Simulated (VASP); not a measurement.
# InP (F-43m) in VASP: further runs

Runs on InP. Level: PBE. Tasks: single point.

All numbers are computed with VASP 6.6.1; they aren't measurements. Logs are shortened: lines on timing, memory, paths and dates and some standing lists are left out, and cuts for length are marked.

### 1 Starting point

The structure is cubic, space group F-43m (No. 216). Conventional cell: a = 5.861 Å, b = 5.861 Å, c = 5.861 Å, α = 90.00°, β = 90.00°, γ = 90.00°. In (site symmetry -43m) is surrounded by 4 P at 2.54 Å. P (site symmetry -43m) is surrounded by 4 In at 2.54 Å.

### 2 Single point, PBE

Contents of INCAR:

```
PREC = Accurate ; ENCUT = 800
EDIFF = 1E-7 ; ISMEAR = 0
SIGMA = 0.05 ; LREAL = False
LASPH = True ; NELM = 100
ALGO = Normal ; ISIF = 2
LWAVE = False ; LCHARG = False
GGA = PE ; NBANDS = 16
ADDGRID = False
```

Contents of KPOINTS:

```
regular mesh
0
Gamma
  6 6 6
```

Contents of POSCAR:

```
InP
1.0
    0.0000000000      2.9305000000      2.9305000000
    2.9305000000      0.0000000000      2.9305000000
    2.9305000000      2.9305000000      0.0000000000
In P
1 1
Direct
    0.0000000000      0.0000000000      0.0000000000
    0.7500000000      0.7500000000      0.7500000000
```

Potentials or basis: VASP PAW PBE potentials, release 64 (In_d, P_h).

The run is started by

```console
> cat potpaw_PBE.64/In_d/POTCAR potpaw_PBE.64/P_h/POTCAR > POTCAR
> mpirun -np 1 vasp_std > vasp.out
```

OUTCAR:

```text
PREC = Accurate
   ENCUT = 800
   EDIFF = 1E-7
   ISMEAR = 0
   LREAL = False
   LASPH = True
   NELM = 100
   ISIF = 2
   GGA = PE

 Found     16 irreducible k-points:

 Following reciprocal coordinates:
            Coordinates               Weight
  0.000000  0.000000  0.000000      1.000000
  0.166667  0.000000  0.000000      8.000000
  0.333333  0.000000  0.000000      8.000000
  0.500000  0.000000  0.000000      4.000000
  0.166667  0.166667  0.000000      6.000000
  0.333333  0.166667  0.000000     24.000000
   k-points           NKPTS =     16   k-points in BZ     NKDIM =     16   number of bands    NBANDS=     16
   number of dos      NEDOS =    301   number of ions     NIONS =      2
   total plane-waves  NPLWV =  64000
   dimension x,y,z NGX =    40 NGY =   40 NGZ =   40
   dimension x,y,z NGXF=    80 NGYF=   80 NGZF=   80
   ions per type =               1   1
   NGX,Y,Z   is equivalent  to a cutoff of  16.05, 16.05, 16.05 a.u.
   NGXF,Y,Z  is equivalent  to a cutoff of  32.09, 32.09, 32.09 a.u.
 SYSTEM =  unknown system
   PREC   = accura    normal or accurate (medium, high low for compatibility)
   ISTART =      0    job   : 0-new  1-cont  2-samecut
   ICHARG =      2    charge: 1-file 2-atom 10-const
   ISPIN  =      1    spin polarized calculation?
   LNONCOLLINEAR =      F non collinear calculations
   LSORBIT =      F    spin-orbit coupling
   LASPH  =      T    aspherical Exc in radial PAW
   ENCUT  =  800.0 eV  58.80 Ry    7.67 a.u.   9.56  9.56  9.56*2*pi/ulx,y,z
   NELM   =    100;   NELMIN=  2; NELMDL= -5     # of ELM steps
   EDIFF  = 0.1E-06   stopping-criterion for ELM
   LREAL  =      F    real-space projection
   EDIFFG = 0.1E-05   stopping-criterion for IOM
   NSW    =      0    number of steps for IOM
   IBRION =     -1    ionic relax: 0-MD 1-quasi-New 2-CG
   NFREE  =      0    steps in history (QN), initial steepest desc. (CG)
   ISIF   =      2    stress and relaxation
   ISYM   =      2    0-nonsym 1-usesym 2-fastsym
   POTIM  = 0.5000    time-step for ionic-motion
   TEBEG  =    0.0;   TEEND  =   0.0 temperature during run
   PSTRESS=    0.0 pullay stress
   NELECT =      18.0000    total number of electrons
   NUPDOWN=      -1.0000    fix difference up-down
   EMIN   =  10.00;   EMAX   =-10.00  energy-range for DOS
   EFERMI =   0.00;   METHOD = LEGACY
   ISMEAR =     0;   SIGMA  =   0.05  broadening in eV -4-tet -1-fermi 0-gaus
   EFERMI_NEDOS =   21; number of points for ismear=-14 and -15
   IALGO  =     38    algorithm
   IMIX   =      4    mixing-type and parameters
     AMIX     =   0.40;   BMIX     =  1.00
     AMIX_MAG =   1.60;   BMIX_MAG =  1.00
  volume/ion in A,a.u.               =      25.17       169.83
  Fermi-wavevector in a.u.,A,eV,Ry     =   1.162021  2.195901 18.371846  1.350293
  Thomas-Fermi vector in A             =   2.298587
   LORBIT       =      0    0 simple, 1 ext, 2 COOP (PROOUT), +10 PAW based schemes
   GGA     = PE    functional components
   LHFCALC =     F    Hartree Fock is set to
   AEXX    =    0.0000 exact exchange contribution
   IVDW    =     0    specifies the selected vdW correction
   LEPSILON=     F    determine dielectric tensor
   LRPA    =     F    only Hartree local field effects (RPA)
 non-spin polarized calculation
 Gauss-broadening in eV      SIGMA  =   0.05
  energy-cutoff  :      800.00
  volume of cell :       50.33
 maximum number of plane-waves:      2637
 NGX is ok and might be reduce to    40
   NGX = 19   NGY = 19   NGZ = 19

 number of electron      18.0000001 magnetization

 Free energy of the ion-electron system (eV)
  ---------------------------------------------------
  ext. energy  EPLUGINS =         0.00000000
  ---------------------------------------------------
  free energy    TOTEN  =        -8.37173350 eV

  energy without entropy =       -8.37173350  energy(sigma->0) =       -8.37173350

 E-fermi :   5.6211     XC(G=0):  -9.3184

 val. band max:        5.4029023975   @ k =   0.0000   0.0000   0.0000
 cond. band min:       6.1126796807   @ k =   0.0000   0.0000   0.0000
 fundamental gap:      0.7097772832
 Fermi energy:         5.6210817546

 k-point     1 :       0.0000    0.0000    0.0000
  band No.  band energies     occupation
      1      -8.7903      2.00000
      2      -8.7903      2.00000
      3      -8.7903      2.00000
      4      -8.6385      2.00000
      5      -8.6385      2.00000
      6      -6.1154      2.00000
[... 8 lines left out ...]
     15      14.8282      0.00000
     16      14.8282      0.00000

 k-point     2 :       0.1667    0.0000    0.0000
  band No.  band energies     occupation
      1      -8.8222      2.00000
      2      -8.7778      2.00000
      3      -8.7778      2.00000
      4      -8.6380      2.00000
      5      -8.6380      2.00000
      6      -5.8021      2.00000
[... 8 lines left out ...]
     15      14.0072      0.00000
     16      14.8892      0.00000

 k-point     3 :       0.3333    0.0000    0.0000
  band No.  band energies     occupation
      1      -8.8813      2.00000
      2      -8.7581      2.00000
      3      -8.7581      2.00000
      4      -8.6315      2.00000
      5      -8.6315      2.00000
      6      -4.9934      2.00000
[... 8 lines left out ...]
     15      14.4863      0.00000
     16      14.4863      0.00000

 k-point     4 :       0.5000    0.0000    0.0000
  band No.  band energies     occupation
      1      -8.9091      2.00000
      2      -8.7514      2.00000
      3      -8.7514      2.00000
      4      -8.6249      2.00000
      5      -8.6249      2.00000
      6      -4.3903      2.00000
[... 8 lines left out ...]
     15      16.0178      0.00000
     16      16.0178      0.00000

 k-point     5 :       0.1667    0.1667    0.0000
  band No.  band energies     occupation
      1      -8.8446      2.00000
      2      -8.7651      2.00000
      3      -8.7651      2.00000
      4      -8.6493      2.00000
      5      -8.6297      2.00000
      6      -5.6992      2.00000
[... 8 lines left out ...]
     15      15.0737      0.00000
     16      15.9189      0.00000

 k-point     6 :       0.3333    0.1667    0.0000
  band No.  band energies     occupation
      1      -8.8909      2.00000
      2      -8.7473      2.00000
      3      -8.7421      2.00000
      4      -8.6540      2.00000
      5      -8.6221      2.00000
      6      -5.0477      2.00000
[... 8 lines left out ...]
     15      15.3428      0.00000
     16      16.1670      0.00000

 [... further k-points ...]

------------------------ aborting loop because EDIFF is reached ----------------------------------------

  FORCE on cell =-STRESS in cart. coord.  units (eV):
  Direction    XX          YY          ZZ          XY          YZ          ZX
  --------------------------------------------------------------------------------------
  -------------------------------------------------------------------------------------
  Total        1.0440695      1.0440695      1.0440695      0.0000000      0.0000000      0.0000000
  in kB       33.2341672     33.2341672     33.2341672      0.0000000      0.0000000      0.0000000
  external PRESSURE =      33.2341672 kB  Pullay stress =       0.0000000 kB

 VOLUME and BASIS-vectors are now :
 -----------------------------------------------------------------------------
  energy-cutoff  :      800.00
  volume of cell :       50.33
      direct lattice vectors                 reciprocal lattice vectors
     0.000000000  2.930500000  2.930500000    -0.170619348  0.170619348  0.170619348
     2.930500000  0.000000000  2.930500000     0.170619348 -0.170619348  0.170619348
     2.930500000  2.930500000  0.000000000     0.170619348  0.170619348 -0.170619348

 POSITION                                       TOTAL-FORCE (eV/Angst)
 -----------------------------------------------------------------------------------
      0.00000      0.00000      0.00000         0.000000      0.000000      0.000000
      4.39575      4.39575      4.39575        -0.000000     -0.000000     -0.000000
 -----------------------------------------------------------------------------------
    total drift:                                0.000000      0.000000     -0.000000

  FREE ENERGIE OF THE ION-ELECTRON SYSTEM (eV)
  ---------------------------------------------------
  free  energy   TOTEN  =        -8.3717334986 eV

  energy  without entropy=       -8.3717334986  energy(sigma->0) =       -8.37173350
```

Wall time 18 s (1 thread of Intel Xeon Platinum 8488C (Sapphire Rapids), shared host); peak memory 0.24 GiB.

The run converged, but some of its settings lie outside the range that counts as converged, so its numbers aren't taken as properties of the crystal.

What came out:

```yaml
Free_energy: -8.3717 eV
Pressure: 3.3 GPa
Band_gap_on_the_k_mesh: 0.71 eV, direct
```

Caveat: spin-orbit coupling is left out, which moves the levels of the heavy elements.

### 3 Single point, PBE

INCAR, as its differences from that of step 2:

```diff
@@ -2,3 +2,3 @@
 EDIFF = 1E-7 ; ISMEAR = 0
-SIGMA = 0.05 ; LREAL = False
+SIGMA = 0.5 ; LREAL = False
 LASPH = True ; NELM = 100
```

KPOINTS is that of step 2.

POSCAR is that of step 2.

Potentials or basis: VASP PAW PBE potentials, release 64 (In_d, P_h).

The run is started by

```console
> cat potpaw_PBE.64/In_d/POTCAR potpaw_PBE.64/P_h/POTCAR > POTCAR
> mpirun -np 1 vasp_std > vasp.out
```

Run time: 19 s. Hardware: 1 thread of Intel Xeon Platinum 8488C (Sapphire Rapids), shared host; peak memory 0.24 GiB.

These settings aren't checked as converged: the numbers below hold their error.

Results:

| Quantity | Value |
| --- | --- |
| Free energy | -8.3729 eV |
| Pressure | 3.4 GPa |
| Band gap on the k mesh | 0.71 eV, direct |

Caveat: spin-orbit coupling is left out, which moves the levels of the heavy elements.

### 4 Single point, PBE

INCAR, as its differences from that of step 3:

```diff
@@ -2,3 +2,3 @@
 EDIFF = 1E-7 ; ISMEAR = 0
-SIGMA = 0.5 ; LREAL = False
+SIGMA = 0.2 ; LREAL = False
 LASPH = True ; NELM = 100
```

KPOINTS is that of step 3.

POSCAR is that of step 3.

The run is started by

```console
> cat potpaw_PBE.64/In_d/POTCAR potpaw_PBE.64/P_h/POTCAR > POTCAR
> mpirun -np 1 vasp_std > vasp.out
```

Wall time 16 s (1 thread of Intel Xeon Platinum 8488C (Sapphire Rapids), shared host); peak memory 0.24 GiB.

These settings aren't checked as converged: the numbers below hold their error.

What came out:

| Item | Value |
| --- | --- |
| Free energy | -8.3717 eV |
| Pressure | 3.3 GPa |
| Band gap on the k mesh | 0.71 eV, direct |

Caveat: spin-orbit coupling is left out, which moves the levels of the heavy elements.

### 5 Single point, PBE

INCAR, as its differences from that of step 4:

```diff
@@ -2,3 +2,3 @@
 EDIFF = 1E-7 ; ISMEAR = 0
-SIGMA = 0.2 ; LREAL = False
+SIGMA = 0.1 ; LREAL = False
 LASPH = True ; NELM = 100
```

KPOINTS is that of step 4.

POSCAR is that of step 4.

Potentials or basis: VASP PAW PBE potentials, release 64 (In_d, P_h).

The run is started by

```console
> cat potpaw_PBE.64/In_d/POTCAR potpaw_PBE.64/P_h/POTCAR > POTCAR
> mpirun -np 1 vasp_std > vasp.out
```

OUTCAR:

```text
PREC = Accurate
   ENCUT = 800
   EDIFF = 1E-7
   ISMEAR = 0
   LREAL = False
   LASPH = True
   NELM = 100
   ISIF = 2
   GGA = PE

 Found     16 irreducible k-points:

 Following reciprocal coordinates:
            Coordinates               Weight
  0.000000  0.000000  0.000000      1.000000
  0.166667  0.000000  0.000000      8.000000
  0.333333  0.000000  0.000000      8.000000
  0.500000  0.000000  0.000000      4.000000
  0.166667  0.166667  0.000000      6.000000
  0.333333  0.166667  0.000000     24.000000
   k-points           NKPTS =     16   k-points in BZ     NKDIM =     16   number of bands    NBANDS=     16
   number of dos      NEDOS =    301   number of ions     NIONS =      2
   total plane-waves  NPLWV =  64000
   dimension x,y,z NGX =    40 NGY =   40 NGZ =   40
   dimension x,y,z NGXF=    80 NGYF=   80 NGZF=   80
   ions per type =               1   1
   NGX,Y,Z   is equivalent  to a cutoff of  16.05, 16.05, 16.05 a.u.
   NGXF,Y,Z  is equivalent  to a cutoff of  32.09, 32.09, 32.09 a.u.
 SYSTEM =  unknown system
   PREC   = accura    normal or accurate (medium, high low for compatibility)
   ISTART =      0    job   : 0-new  1-cont  2-samecut
   ICHARG =      2    charge: 1-file 2-atom 10-const
   ISPIN  =      1    spin polarized calculation?
   LNONCOLLINEAR =      F non collinear calculations
   LSORBIT =      F    spin-orbit coupling
   LASPH  =      T    aspherical Exc in radial PAW
   ENCUT  =  800.0 eV  58.80 Ry    7.67 a.u.   9.56  9.56  9.56*2*pi/ulx,y,z
   NELM   =    100;   NELMIN=  2; NELMDL= -5     # of ELM steps
   EDIFF  = 0.1E-06   stopping-criterion for ELM
   LREAL  =      F    real-space projection
   EDIFFG = 0.1E-05   stopping-criterion for IOM
   NSW    =      0    number of steps for IOM
   IBRION =     -1    ionic relax: 0-MD 1-quasi-New 2-CG
   NFREE  =      0    steps in history (QN), initial steepest desc. (CG)
   ISIF   =      2    stress and relaxation
   ISYM   =      2    0-nonsym 1-usesym 2-fastsym
   POTIM  = 0.5000    time-step for ionic-motion
   TEBEG  =    0.0;   TEEND  =   0.0 temperature during run
   PSTRESS=    0.0 pullay stress
   NELECT =      18.0000    total number of electrons
   NUPDOWN=      -1.0000    fix difference up-down
   EMIN   =  10.00;   EMAX   =-10.00  energy-range for DOS
   EFERMI =   0.00;   METHOD = LEGACY
   ISMEAR =     0;   SIGMA  =   0.10  broadening in eV -4-tet -1-fermi 0-gaus
   EFERMI_NEDOS =   21; number of points for ismear=-14 and -15
   IALGO  =     38    algorithm
   IMIX   =      4    mixing-type and parameters
     AMIX     =   0.40;   BMIX     =  1.00
     AMIX_MAG =   1.60;   BMIX_MAG =  1.00
  volume/ion in A,a.u.               =      25.17       169.83
  Fermi-wavevector in a.u.,A,eV,Ry     =   1.162021  2.195901 18.371846  1.350293
  Thomas-Fermi vector in A             =   2.298587
   LORBIT       =      0    0 simple, 1 ext, 2 COOP (PROOUT), +10 PAW based schemes
   GGA     = PE    functional components
   LHFCALC =     F    Hartree Fock is set to
   AEXX    =    0.0000 exact exchange contribution
   IVDW    =     0    specifies the selected vdW correction
   LEPSILON=     F    determine dielectric tensor
   LRPA    =     F    only Hartree local field effects (RPA)
 non-spin polarized calculation
 Gauss-broadening in eV      SIGMA  =   0.10
  energy-cutoff  :      800.00
  volume of cell :       50.33
 maximum number of plane-waves:      2637
 NGX is ok and might be reduce to    40
   NGX = 19   NGY = 19   NGZ = 19

 number of electron      18.0000001 magnetization

 Free energy of the ion-electron system (eV)
  ---------------------------------------------------
  ext. energy  EPLUGINS =         0.00000000
  ---------------------------------------------------
  free energy    TOTEN  =        -8.37173350 eV

  energy without entropy =       -8.37173350  energy(sigma->0) =       -8.37173350

 E-fermi :   5.7653     XC(G=0):  -9.3184

 val. band max:        5.4029023959   @ k =   0.0000   0.0000   0.0000
 cond. band min:       6.1126796797   @ k =   0.0000   0.0000   0.0000
 fundamental gap:      0.7097772837
 Fermi energy:         5.7653374145

 k-point     1 :       0.0000    0.0000    0.0000
  band No.  band energies     occupation
      1      -8.7903      2.00000
      2      -8.7903      2.00000
      3      -8.7903      2.00000
      4      -8.6385      2.00000
      5      -8.6385      2.00000
      6      -6.1154      2.00000
[... 8 lines left out ...]
     15      14.8282      0.00000
     16      14.8282      0.00000

 k-point     2 :       0.1667    0.0000    0.0000
  band No.  band energies     occupation
      1      -8.8222      2.00000
      2      -8.7778      2.00000
      3      -8.7778      2.00000
      4      -8.6380      2.00000
      5      -8.6380      2.00000
      6      -5.8021      2.00000
[... 8 lines left out ...]
     15      14.0072      0.00000
     16      14.8892      0.00000

 k-point     3 :       0.3333    0.0000    0.0000
  band No.  band energies     occupation
      1      -8.8813      2.00000
      2      -8.7581      2.00000
      3      -8.7581      2.00000
      4      -8.6315      2.00000
      5      -8.6315      2.00000
      6      -4.9934      2.00000
[... 8 lines left out ...]
     15      14.4863      0.00000
     16      14.4863      0.00000

 k-point     4 :       0.5000    0.0000    0.0000
  band No.  band energies     occupation
      1      -8.9091      2.00000
      2      -8.7514      2.00000
      3      -8.7514      2.00000
      4      -8.6249      2.00000
      5      -8.6249      2.00000
      6      -4.3903      2.00000
[... 8 lines left out ...]
     15      16.0178      0.00000
     16      16.0178      0.00000

 k-point     5 :       0.1667    0.1667    0.0000
  band No.  band energies     occupation
      1      -8.8446      2.00000
      2      -8.7651      2.00000
      3      -8.7651      2.00000
      4      -8.6493      2.00000
      5      -8.6297      2.00000
      6      -5.6992      2.00000
[... 8 lines left out ...]
     15      15.0737      0.00000
     16      15.9189      0.00000

 k-point     6 :       0.3333    0.1667    0.0000
  band No.  band energies     occupation
      1      -8.8909      2.00000
      2      -8.7473      2.00000
      3      -8.7421      2.00000
      4      -8.6540      2.00000
      5      -8.6221      2.00000
      6      -5.0477      2.00000
[... 8 lines left out ...]
     15      15.3428      0.00000
     16      16.1670      0.00000

 [... further k-points ...]

------------------------ aborting loop because EDIFF is reached ----------------------------------------

  FORCE on cell =-STRESS in cart. coord.  units (eV):
  Direction    XX          YY          ZZ          XY          YZ          ZX
  --------------------------------------------------------------------------------------
  -------------------------------------------------------------------------------------
  Total        1.0440696      1.0440696      1.0440696      0.0000000      0.0000000     -0.0000000
  in kB       33.2341720     33.2341720     33.2341720      0.0000000      0.0000000     -0.0000000
  external PRESSURE =      33.2341720 kB  Pullay stress =       0.0000000 kB

 VOLUME and BASIS-vectors are now :
 -----------------------------------------------------------------------------
  energy-cutoff  :      800.00
  volume of cell :       50.33
      direct lattice vectors                 reciprocal lattice vectors
     0.000000000  2.930500000  2.930500000    -0.170619348  0.170619348  0.170619348
     2.930500000  0.000000000  2.930500000     0.170619348 -0.170619348  0.170619348
     2.930500000  2.930500000  0.000000000     0.170619348  0.170619348 -0.170619348

 POSITION                                       TOTAL-FORCE (eV/Angst)
 -----------------------------------------------------------------------------------
      0.00000      0.00000      0.00000        -0.000000     -0.000000     -0.000000
      4.39575      4.39575      4.39575         0.000000      0.000000      0.000000
 -----------------------------------------------------------------------------------
    total drift:                                0.000000      0.000000     -0.000000

  FREE ENERGIE OF THE ION-ELECTRON SYSTEM (eV)
  ---------------------------------------------------
  free  energy   TOTEN  =        -8.3717334984 eV

  energy  without entropy=       -8.3717334954  energy(sigma->0) =       -8.37173350
```

stdout:

```text
POSCAR found type information on POSCAR InP
 POSCAR found :  2 types and       2 ions
 scaLAPACK will be used
 LDA part: xc-table for (Slater+PW92), standard interpolation
 POSCAR, INCAR and KPOINTS ok, starting setup
 FFT: planning ... GRIDC
 FFT: planning ... GRID_SOFT
 FFT: planning ... GRID
 WAVECAR not read
 entering main loop
```

Run time: 16 s. Hardware: 1 thread of Intel Xeon Platinum 8488C (Sapphire Rapids), shared host; peak memory 0.23 GiB.

The run converged, but some of its settings lie outside the range that counts as converged, so its numbers aren't taken as properties of the crystal.

Results:

```yaml
Free_energy: -8.3717 eV
Pressure: 3.3 GPa
Band_gap_on_the_k_mesh: 0.71 eV, direct
```

Caveat: spin-orbit coupling is left out, which moves the levels of the heavy elements.

### 6 For comparison

An earlier run on the cell as given: functional PBEsol; potentials or basis VASP PAW PBE potentials, release 64 (In_d, P); cutoff 520 eV; k mesh 8 × 8 × 8; occupations fermi-dirac, width 0.05 eV; no spin polarisation.

- Pressure: 0.6 GPa
- Band gap on the k mesh: 0.61 eV, direct
